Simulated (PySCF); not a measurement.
Isomers of C4H8, mass 56.063 u with the commonest isotopes. Level of theory: PBE0-D3(BJ)/def2-SVP geometry optimisation, gas phase (PySCF 2.14.0). One conformer each, none proved a minimum here; rigid rotors.

Question: Order these by rotational constant C, smallest first.
A. `C=C(C)C`
B. `CC1CC1` (methylcyclopropane)
C. `C/C=C/C`
D. cyclobutane, `C1CCC1`
E. `[CH2:1]=[CH:2][CH2:3][CH3:4]` with C1–C2–C3–C4 119° (1-butene)

Answer: C (3510 MHz), E (4062 MHz), A (4633 MHz), B (5582 MHz), D (6398 MHz).

Question: Order these by dipole moment, smallest first.
A. `[CH2:1]=[CH:2][CH2:3][CH3:4]` with C1–C2–C3–C4 119°
B. cyclobutane, `C1CCC1`
C. methylcyclopropane (`CC1CC1`)
D. `C=C(C)C`

Answer: B (0.00 D), C (0.14 D), A (0.39 D), D (0.60 D).

Question: Order these by out-of-plane moment Σ m c² = (Ia + Ib − Ic)/2, smallest first.
A. cyclobutane, `C1CCC1`
B. methylcyclopropane (`CC1CC1`)
C. `[CH2:1]=[CH:2][CH2:3][CH3:4]` with C1–C2–C3–C4 119°
D. `C=C(C)C`

Answer: D (3.15 u·Å²), A (7.47 u·Å²), C (9.88 u·Å²), B (10.66 u·Å²).

```csv
SMILES,point group,Ia (u·Å²),Ib (u·Å²),Ic (u·Å²),κ,μa (D),μb (D),μc (D)
C=CCC,C1,22.40,121.80,124.43,-0.99,0.37,0.06,0.08
C1CCC1,D2d,46.96,46.97,78.99,1.00,0.00,0.00,0.00
C=C(C)C,C2v,55.35,60.04,109.09,0.68,0.00,0.60,0.00
CC1CC1,Cs,32.26,79.59,90.53,-0.85,0.12,0.00,0.07
C/C=C/C,–,14.58,135.67,143.96,-0.99,0.00,0.00,0.01
C/C=C\C,C2v,30.96,99.23,123.90,-0.83,0.00,0.24,0.00
```
